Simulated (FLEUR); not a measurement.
# Si (Fd-3m) in FLEUR: a series of runs

One crystal, Si, is run at these levels: PBEsol; tasks: band structure, equation of state.

Program: FLEUR MaX-R8.1 (patched build s14). These are calculated values, not measurements. Logs are shortened: lines on timing, memory, paths and dates and some standing lists are left out, and cuts for length are marked.

### Step 1. The structure

The structure is cubic, space group Fd-3m (No. 227). Conventional cell: a = 5.444 Å, b = 5.444 Å, c = 5.444 Å, α = 90.00°, β = 90.00°, γ = 90.00°. Si (site symmetry -43m) has 4 Si at 2.36 Å as nearest neighbours.

### Step 2. Band structure, PBEsol

File inp.xml:

```xml
<?xml version="1.0" encoding="UTF-8" standalone="no"?>
<fleurInput fleurInputVersion="0.39">
   <comment>
      Si                                                                                                  
   </comment>
   <calculationSetup>
      <cutoffs Kmax="4.03" Gmax="12.5" GmaxXC="12.5" numbands="0"/>
      <scfLoop itmax="60" minDistance="0.00001" maxIterBroyd="15" imix="Anderson" alpha="0.05" precondParam="0.0" spinf="2.0"/>
      <coreElectrons ctail="T" frcor="F" kcrel="0" coretail_lmax="0"/>
      <xcFunctional name="PBEs" relativisticCorrections="F"/>
      <magnetism jspins="1"/>
      <soc l_soc="F" theta="0.0" phi="0.0" spav="F"/>
      <expertModes spex="0" secvar="F"/>
      <geometryOptimization l_f="F" forcealpha="1.0" forcemix="BFGS" epsdisp="0.00001" epsforce="0.00001"/>
      <ldaU l_linMix="F" mixParam="0.05" spinf="1.0"/>
   </calculationSetup>
   <cell>
      <bzIntegration valenceElectrons="24.0" mode="hist" fermiSmearingEnergy="0.00183747">
         <kPointListSelection listName="default-1"/>
         <!-- k-points included here -->
         <xi:include xmlns:xi="http://www.w3.org/2001/XInclude" href="kpts.xml"> </xi:include>
      </bzIntegration>
      <!-- symmetry operations included here -->
      <xi:include xmlns:xi="http://www.w3.org/2001/XInclude" href="sym.xml"> </xi:include>
      <bulkLattice scale="1.0">
         <bravaisMatrix>
            <row-1>    0.0000000000000000     5.1435532944025564     5.1435532944025564</row-1>
            <row-2>    5.1435532944025564     0.0000000000000000     5.1435532944025564</row-2>
            <row-3>    5.1435532944025564     5.1435532944025564     0.0000000000000000</row-3>
         </bravaisMatrix>
      </bulkLattice>
   </cell>
   <atomSpecies>
      <species name="Silicon (Si)" element="Si" atomicNumber="14">
         <mtSphere radius="2.06" gridPoints="681" logIncrement="0.017"/>
         <atomicCutoffs lmax="8" lnonsphr="6"/>
         <electronConfig flipSpins="F">
            <coreConfig>(1s1/2)</coreConfig>
            <valenceConfig>(2s1/2) (2p1/2) (2p3/2) (3s1/2) (3p1/2) (3p3/2)</valenceConfig>
            <stateOccupation state="(3p1/2)" spinUp="0.333333" spinDown="0.333333"/>
            <stateOccupation state="(3p3/2)" spinUp="0.666667" spinDown="0.666667"/>
         </electronConfig>
         <energyParameters s="3" p="3" d="3" f="4"/>
         <lo type="SCLO" l="0" n="2" eDeriv="0"/>
         <lo type="SCLO" l="1" n="2" eDeriv="0"/>
         <lo type="SCLO" l="2" n="3" eDeriv="2"/>
         <lo type="SCLO" l="3" n="4" eDeriv="2"/>
      </species>
   </atomSpecies>
   <atomGroups>
      <atomGroup species="Silicon (Si)">
         <relPos label="                   1">3.000/8.000 3.000/8.000 3.000/8.000</relPos>
         <relPos label="                   2">-3.000/8.000 -3.000/8.000 -3.000/8.000</relPos>
         <force calculate="T" relaxXYZ="TTT"/>
      </atomGroup>
   </atomGroups>
   <output dos="F" band="F" slice="F">
      <checks vchk="F" cdinf="F"/>
      <bandDOS minEnergy="-.5*Htr" maxEnergy="0.5*Htr" sigma="0.015" storeEVData="T"/>
      <vacuumDOS vacdos="F" integ="F" star="F" nstars="0" locx1="0.0" locy1="0.0" locx2="0.0" locy2="0.0" nstm="0" tworkf="0.0"/>
      <unfoldingBand unfoldBand="F" supercellX="1" supercellY="1" supercellZ="1"/>
      <plotting iplot="0" polar="F">
         <plot TwoD="T" vec1="  1.0  0.0  0.0" vec2="  0.0  1.0  0.0" vec3="  0.0  0.0  1.0" zero="  0.0  0.0  0.0" file="plot"/>
      </plotting>
      <chargeDensitySlicing numkpt="0" minEigenval="0.0" maxEigenval="0.0" nnne="0" pallst="F"/>
      <specialOutput eonly="F"/>
      <magneticCircularDichroism mcd="F" energyLo="-10.0" energyUp="0.0"/>
   </output>
  <!-- We include the file relax.xml here to enable relaxations (see documentation) -->
  <xi:include xmlns:xi="http://www.w3.org/2001/XInclude" href="relax.xml"> <xi:fallback/> </xi:include>
</fleurInput>
```

File crystal.txt:

```
Si
&input cartesian=F /
0.0000000000  2.7218511865  2.7218511865
2.7218511865  0.0000000000  2.7218511865
2.7218511865  2.7218511865  0.0000000000
1.8897261246
1.0 1.0 1.0

2
14 0.5000000000  0.5000000000  0.5000000000
14 0.7500000000  0.7500000000  0.7500000000

&kpt div1=8 div2=8 div3=8 gamma=T /
```

File inp.xml (bands):

```
<?xml version="1.0" encoding="UTF-8" standalone="no"?>
<fleurInput fleurInputVersion="0.39">
   <comment>
      Si                                                                                                  
   </comment>
   <calculationSetup>
      <cutoffs Kmax="4.03" Gmax="12.5" GmaxXC="12.5" numbands="0"/>
      <scfLoop itmax="60" minDistance="0.00001" maxIterBroyd="15" imix="Anderson" alpha="0.05" precondParam="0.0" spinf="2.0"/>
      <coreElectrons ctail="T" frcor="F" kcrel="0" coretail_lmax="0"/>
      <xcFunctional name="PBEs" relativisticCorrections="F"/>
      <magnetism jspins="1"/>
      <soc l_soc="F" theta="0.0" phi="0.0" spav="F"/>
      <expertModes spex="0" secvar="F"/>
      <geometryOptimization l_f="F" forcealpha="1.0" forcemix="BFGS" epsdisp="0.00001" epsforce="0.00001"/>
      <ldaU l_linMix="F" mixParam="0.05" spinf="1.0"/>
   </calculationSetup>
   <cell>
      <bzIntegration valenceElectrons="24.0" mode="hist" fermiSmearingEnergy="0.00183747">
         <kPointListSelection listName="path-1"/>
         <!-- k-points included here -->
         <xi:include xmlns:xi="http://www.w3.org/2001/XInclude" href="kpts.xml"> </xi:include>
      </bzIntegration>
      <!-- symmetry operations included here -->
      <xi:include xmlns:xi="http://www.w3.org/2001/XInclude" href="sym.xml"> </xi:include>
      <bulkLattice scale="1.0">
         <bravaisMatrix>
            <row-1>    0.0000000000000000     5.1435532944025564     5.1435532944025564</row-1>
            <row-2>    5.1435532944025564     0.0000000000000000     5.1435532944025564</row-2>
            <row-3>    5.1435532944025564     5.1435532944025564     0.0000000000000000</row-3>
         </bravaisMatrix>
      </bulkLattice>
   </cell>
   <atomSpecies>
      <species name="Silicon (Si)" element="Si" atomicNumber="14">
         <mtSphere radius="2.06" gridPoints="681" logIncrement="0.017"/>
         <atomicCutoffs lmax="8" lnonsphr="6"/>
         <electronConfig flipSpins="F">
            <coreConfig>(1s1/2)</coreConfig>
            <valenceConfig>(2s1/2) (2p1/2) (2p3/2) (3s1/2) (3p1/2) (3p3/2)</valenceConfig>
            <stateOccupation state="(3p1/2)" spinUp="0.333333" spinDown="0.333333"/>
            <stateOccupation state="(3p3/2)" spinUp="0.666667" spinDown="0.666667"/>
         </electronConfig>
         <energyParameters s="3" p="3" d="3" f="4"/>
         <lo type="SCLO" l="0" n="2" eDeriv="0"/>
         <lo type="SCLO" l="1" n="2" eDeriv="0"/>
         <lo type="SCLO" l="2" n="3" eDeriv="2"/>
         <lo type="SCLO" l="3" n="4" eDeriv="2"/>
      </species>
   </atomSpecies>
   <atomGroups>
      <atomGroup species="Silicon (Si)">
         <relPos label="                   1">3.000/8.000 3.000/8.000 3.000/8.000</relPos>
         <relPos label="                   2">-3.000/8.000 -3.000/8.000 -3.000/8.000</relPos>
         <force calculate="T" relaxXYZ="TTT"/>
      </atomGroup>
   </atomGroups>
   <output dos="F" band="T" slice="F">
      <checks vchk="F" cdinf="F"/>
      <bandDOS minEnergy="-.5*Htr" maxEnergy="0.5*Htr" sigma="0.015" storeEVData="T"/>
      <vacuumDOS vacdos="F" integ="F" star="F" nstars="0" locx1="0.0" locy1="0.0" locx2="0.0" locy2="0.0" nstm="0" tworkf="0.0"/>
      <unfoldingBand unfoldBand="F" supercellX="1" supercellY="1" supercellZ="1"/>
      <plotting iplot="0" polar="F">
         <plot TwoD="T" vec1="  1.0  0.0  0.0" vec2="  0.0  1.0  0.0" vec3="  0.0  0.0  1.0" zero="  0.0  0.0  0.0" file="plot"/>
      </plotting>
      <chargeDensitySlicing numkpt="0" minEigenval="0.0" maxEigenval="0.0" nnne="0" pallst="F"/>
      <specialOutput eonly="F"/>
      <magneticCircularDichroism mcd="F" energyLo="-10.0" energyUp="0.0"/>
   </output>
  <!-- We include the file relax.xml here to enable relaxations (see documentation) -->
  <xi:include xmlns:xi="http://www.w3.org/2001/XInclude" href="relax.xml"> <xi:fallback/> </xi:include>
</fleurInput>
```

Potentials or basis: all-electron, FLAPW.

Run with:

```
$ inpgen -f crystal.txt -profile fastHighL
$ # inp.xml edited to the form shown
$ fleur
$ fleur   # second run, on inp.xml (bands)
```

Output:

```text
Welcome to FLEUR        (www.flapw.de)
      MaX-Release 8.1          (www.max-centre.eu)

 ========== k-point set info ==========
 Selected k-point list: default-1
 k-point list type: mesh
 8 x 8 x 8
 Number of k points: 29

 ------------Calculation Setup---------------------------
 Number of OMP-threads    :            1
 Number of basis functions:          364
 Approximate size of matrices (H+S) per k-point:         0.002 GB
 --------------------------------------------------------
 Iteration:     1   Distance:       7.89072445 me/bohr^3
 Iteration:     2   Distance:       7.44483423 me/bohr^3
 Iteration:     3   Distance:       0.89087781 me/bohr^3
 Iteration:     4   Distance:       0.47110986 me/bohr^3
 Iteration:     5   Distance:       0.21318222 me/bohr^3
 Iteration:     6   Distance:       0.02143721 me/bohr^3
 Iteration:     7   Distance:       0.01350444 me/bohr^3
 Iteration:     8   Distance:       0.00091601 me/bohr^3
 Iteration:     9   Distance:       0.00195073 me/bohr^3
 Iteration:    10   Distance:       0.00008562 me/bohr^3
 Iteration:    11   Distance:       0.00001867 me/bohr^3
 Iteration:    12   Distance:       0.00000244 me/bohr^3

 ********************************************************************
 Run finished successfully
 Stop message:
   all done
 ********************************************************************
```

output (bands):

```text
Welcome to FLEUR        (www.flapw.de)
      MaX-Release 8.1          (www.max-centre.eu)

 ========== k-point set info ==========
 Selected k-point list: path-1
 k-point list type: path
 Number of k points: 60

 ------------Calculation Setup---------------------------
 Number of OMP-threads    :            1
 Number of basis functions:          367
 Approximate size of matrices (H+S) per k-point:         0.002 GB
 --------------------------------------------------------
 Fermi energy correction for insulators:
 No automatic correction of the Fermi energy has been performed.

 Note: Band structure data (together with different weights) is also stored in the banddos.hdf file.
       A convenient way of extracting and plotting the data from that file is by making use of the

 ********************************************************************
 Run finished successfully
 Stop message:
   Charge density postprocessing done.
 ********************************************************************
```

out.xml (last iteration):

```text
<iteration numberForCurrentRun="   12" overallNumber="   12">
         <energyParameters units="Htr">
            <atomicEP atomType="1" spin="1" branch="3s" branchLowest="-4.69" branchHighest="1.26" value="-0.1518780206"/>
            <atomicEP atomType="1" spin="1" branch="3p" branchLowest="-3.08" branchHighest="1.74" value="0.0257674823"/>
            <atomicEP atomType="1" spin="1" branch="3d" branchLowest="-9.99" branchHighest="2.10" value="0.2153904373"/>
            <atomicEP atomType="1" spin="1" branch="4f" branchLowest="-9.99" branchHighest="4.43" value="0.3820548541"/>
            <loAtomicEP atomType="1" spin="1" branch="2s" branchLowest="-65.07" branchHighest="-4.69" value="-4.6911418924"/>
            <loAtomicEP atomType="1" spin="1" branch="2p" branchLowest="-9.99" branchHighest="-3.08" value="-3.0842818611"/>
            <loAtomicEP atomType="1" spin="1" branch="3d" branchLowest="-9.99" branchHighest="2.10" value="0.2153880302"/>
            <loAtomicEP atomType="1" spin="1" branch="4f" branchLowest="-9.99" branchHighest="4.43" value="0.3820536794"/>
         </energyParameters>
         <eigenvalues>
            <eigenvaluesAt spin="1" ikpt="1" k_x="0.00000000" k_y="0.00000000" k_z="0.00000000">
                      -4.6912721240       -4.6909931737       -3.0844701333       -3.0844701333       -3.0844701333
                      -3.0838827696       -3.0838827696       -3.0838827696       -0.2277284166        0.2110133339
                       0.2110133339        0.2110133339        0.3035895068        0.3035895068        0.3035895068
                       0.3300776889        0.4936931948        0.4938035671        0.4938035671
            </eigenvaluesAt>
            <eigenvaluesAt spin="1" ikpt="2" k_x="0.00000000" k_y="0.00000000" k_z="0.12500000">
                      -4.6912634254       -4.6910017107       -3.0844828210       -3.0844828210       -3.0844719857
                      -3.0838864499       -3.0838722062       -3.0838722062       -0.2202468794        0.1518318166
                       0.2003487569        0.2003487569        0.3002390884        0.3192011466        0.3192011466
                       0.3803151997        0.4753702257        0.4753702257        0.5232362983
            </eigenvaluesAt>
            <eigenvaluesAt spin="1" ikpt="3" k_x="0.00000000" k_y="0.00000000" k_z="0.25000000">
                      -4.6912418050       -4.6910232812       -3.0845031848       -3.0845031848       -3.0844501611
                      -3.0839046427       -3.0838515787       -3.0838515787       -0.1984131938        0.0662851573
                       0.1830663726        0.1830663726        0.2822638637        0.3380908373        0.3380908373
                       0.4607077893        0.4733300712        0.4733300712        0.5333602648
            </eigenvaluesAt>
            <eigenvaluesAt spin="1" ikpt="4" k_x="0.00000000" k_y="0.00000000" k_z="0.37500000">
                      -4.6912156537       -4.6910494803       -3.0845179397       -3.0845179397       -3.0844265749
                      -3.0839254482       -3.0838368260       -3.0838368260       -0.1656102200       -0.0078475936
                       0.1711010186        0.1711010186        0.2687449714        0.3358685754        0.3358685754
                       0.4932425104        0.5240591265        0.5240591265        0.5608838118
            </eigenvaluesAt>
         </eigenvalues>
         <bandgap value="0.5224023273" units="eV"/>
         <sumValenceSingleParticleEnergies value="-55.5755117884" units="Htr"/>
         <FermiEnergy value="0.2198412843" units="Htr"/>
         <valenceDensity>
            <mtCharges spin="1">
               <mtCharge atomType="1" total="9.9187328" s="2.8094532" p="7.0345910" d="0.0691347" f="0.0044709"/>
            </mtCharges>
            <spinDependentCharge spin="1" total="24.0000000" interstitial="4.1625344" mtSpheres="19.8374656"/>
            <totalCharge value="24.0000000000"/>
         </valenceDensity>
         <coreStates atomType="     1" atomicNumber=" 14" spin="1" kinEnergy="    185.1591395909" eigValSum="   -130.1314617647" lostElectrons=" 0.000000">
            <state n="1" l="0" j="0.5" energy="-65.0657308823" weight="1.0000000000"/>
         </coreStates>
         <allElectronCharges>
            <spinDependentCharge spin="1" total="28.0000000" interstitial="4.1625344" mtSpheres="23.8374656"/>
            <totalCharge value="28.0000000001"/>
         </allElectronCharges>
         <totalEnergy                                    value="     -579.0195451835" units="Htr">
            <sumOfEigenvalues                            value="     -315.8384353178">
               <coreElectrons value="-260.2629235294"/>
               <valenceElectrons value="-55.5755117884"/>
            </sumOfEigenvalues>
            <densityCoulombPotentialIntegral value="-843.2381008269"/>
            <densityEffectivePotentialIntegral value="-896.2832994247"/>
            <chargeDenXCDenIntegral value="-40.6592145737"/>
            <FockExchangeEnergyValence value="0.0000000000"/>
            <FockExchangeEnergyCore value="0.0000000000"/>
            <atomTypeDependentContributions atomType="1">
               <electronNucleiInteractionDifferentMTs value="682.3259940541"/>
               <MadelungTerm value="-14.8601502491"/>
            </atomTypeDependentContributions>
            <tkbTimesEntropy value="0.0000023282"/>
            <freeEnergy value="-579.0195475117"/>
            <extrapolationTo0K value="-579.0195463476"/>
         </totalEnergy>
         <densityConvergence units="me/bohr^3">
            <chargeDensity spin="1" distance="0.0000024400"/>
         </densityConvergence>
      </iteration>
```

It took 10 s on 1 thread of INTEL XEON PLATINUM 8581C at 2.30GHz (Emerald Rapids), shared host; peak memory 0.04 GiB.

What came out:

| Quantity | Value |
| --- | --- |
| Free energy | -15755.9246 eV |
| Band gap on the k mesh | 0.52 eV, indirect (least direct gap 2.52 eV) |
| Band gap along the path | 0.48 eV, indirect (least direct gap 2.52 eV) |
| Valence electrons inside the program's atomic spheres | Si 9.92 (radii Si 2.06 bohr) |

Levels at the corners of the path, in eV from the valence-band top:
| point | band 10 | band 11 | band 12 | band 13 | band 14 | band 15 |
| --- | --- | --- | --- | --- | --- | --- |
| Γ | 0.00 | 0.00 | 0.00 | 2.52 | 2.52 | 2.52 |
| X | -7.81 | -2.85 | -2.85 | 0.61 | 0.61 | 10.01 |
| W | -7.64 | -3.87 | -3.87 | 4.18 | 4.18 | 4.93 |
| K | -7.22 | -4.33 | -2.43 | 1.11 | 4.04 | 7.40 |
| Γ | 0.00 | 0.00 | 0.00 | 2.52 | 2.52 | 2.52 |
| L | -6.98 | -1.20 | -1.20 | 1.44 | 3.28 | 3.28 |
| U | -7.22 | -4.33 | -2.43 | 1.11 | 4.04 | 7.40 |
| W | -7.64 | -3.87 | -3.87 | 4.18 | 4.18 | 4.93 |
| L | -6.98 | -1.20 | -1.20 | 1.44 | 3.28 | 3.28 |
| K | -7.22 | -4.33 | -2.43 | 1.11 | 4.04 | 7.40 |
| U | -7.22 | -4.33 | -2.43 | 1.11 | 4.04 | 7.40 |
| X | -7.81 | -2.85 | -2.85 | 0.61 | 0.61 | 10.01 |

Core levels (eV from the Fermi level):
| atom | levels |
| --- | --- |
| 1 Si | 1s1/2 -1776.5 |
| 2 Si | 1s1/2 -1776.5 |

PBEsol gaps usually lie below the measured ones, often by a third to a half.

### Step 3. Equation of state, PBEsol, 18.95 Å³/atom (volume scaled by 0.94)

inp.xml: that of step 2 with these lines changed.

```diff
@@ -6,3 +6,3 @@
    <calculationSetup>
-      <cutoffs Kmax="4.03" Gmax="12.5" GmaxXC="12.5" numbands="0"/>
+      <cutoffs Kmax="4.15" Gmax="12.9" GmaxXC="12.9" numbands="0"/>
       <scfLoop itmax="60" minDistance="0.00001" maxIterBroyd="15" imix="Anderson" alpha="0.05" precondParam="0.0" spinf="2.0"/>
@@ -24,3 +24,3 @@
       <xi:include xmlns:xi="http://www.w3.org/2001/XInclude" href="sym.xml"> </xi:include>
-      <bulkLattice scale="1.0">
+      <bulkLattice scale="0.9795861087">
          <bravaisMatrix>
@@ -34,3 +34,3 @@
       <species name="Silicon (Si)" element="Si" atomicNumber="14">
-         <mtSphere radius="2.06" gridPoints="681" logIncrement="0.017"/>
+         <mtSphere radius="2.0" gridPoints="681" logIncrement="0.017"/>
          <atomicCutoffs lmax="8" lnonsphr="6"/>
```

Potentials or basis: all-electron, FLAPW.

Run with:

```
$ inpgen -f crystal.txt -profile fastHighL
$ # inp.xml edited to the form shown
$ fleur
```

Run time: 9 s. Hardware: 1 thread of INTEL XEON PLATINUM 8581C at 2.30GHz (Emerald Rapids), shared host; peak memory 0.09 GiB.

Results (log left out):

* Free energy: -15755.8855 eV
* Band gap on the k mesh: 0.42 eV, indirect (least direct gap 2.54 eV)
* Valence electrons inside the program's atomic spheres: Si 9.82 (radii Si 2.0 bohr)

(Part 1 of 2 ends here.)
